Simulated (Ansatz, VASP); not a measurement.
## One calculation of CaO, two programs

Contents of INCAR:

```
  PREC = Accurate
  ENCUT = 520
  EDIFF = 1E-7
  ISMEAR = 0
  SIGMA = 0.05
  LREAL = False
  LASPH = True
  NELM = 100
  ALGO = Normal
  ISIF = 2
  LWAVE = False
  LCHARG = False
  NBANDS = 15
```

File KPOINTS:

```
regular mesh
0
Gamma
  8 8 8
```

The input POSCAR:

```
CaO
1.0
    0.0000000000      2.5224700000      2.3755300000
    2.5224700000      0.0000000000      2.3755300000
    2.5224700000      2.5224700000      0.0000000000
Ca O
1 1
Direct
    0.0000000000      0.0000000000      0.0000000000
    0.5000000000      0.5000000000      0.5000000000
```

Input for Ansatz:

```yaml
crystal:
  lattice:
    - [0.0, 2.52247, 2.37553]
    - [2.52247, 0.0, 2.37553]
    - [2.52247, 2.52247, 0.0]
  atoms:
    - { symbol: Ca, position: [0.0, 0.0, 0.0] }
    - { symbol: O, position: [0.5, 0.5, 0.5] }
basis:
  ecutwfc: 420
kpoints:
  mp_grid: { grid: [8, 8, 8] }
hamiltonian:
  xc: lda
scf:
  occupations: { method: gaussian, width: 0.05 }
output:
  forces: true
  stress: true
  eigenvalues: true
```

Change from the starting cell: strain +0.030 along x and y, -0.030 along z, atoms carried along.

Alike in both runs: task single point; functional LDA; k mesh 8 × 8 × 8; occupations gaussian, width 0.05 eV; no spin polarisation.

|  | VASP | Ansatz |
| --- | --- | --- |
| version | VASP 6.6.1 | Ansatz 0.2.0 |
| potentials or method | VASP PAW LDA potentials, release 64 (Ca_sv, O) | scalar-relativistic, plane waves, PAW |
| plane-wave cutoff (eV) | 520 | 420 |
| valence electrons in the cell | 16 | 16 |

VASP gave:

```
gap on the k mesh at the Fermi level (eV)       : 3.29
least direct gap on the mesh (eV)               : 3.75
pressure (GPa)                                  : -12.5
largest component of the traceless stress (GPa) : 3.74
```

Which values does Ansatz return?

gap on the k mesh at the Fermi level (eV): 3.31; least direct gap on the mesh (eV): 3.75; pressure (GPa): -13.0; largest component of the traceless stress (GPa): 3.49.

A k mesh can miss the band edges.
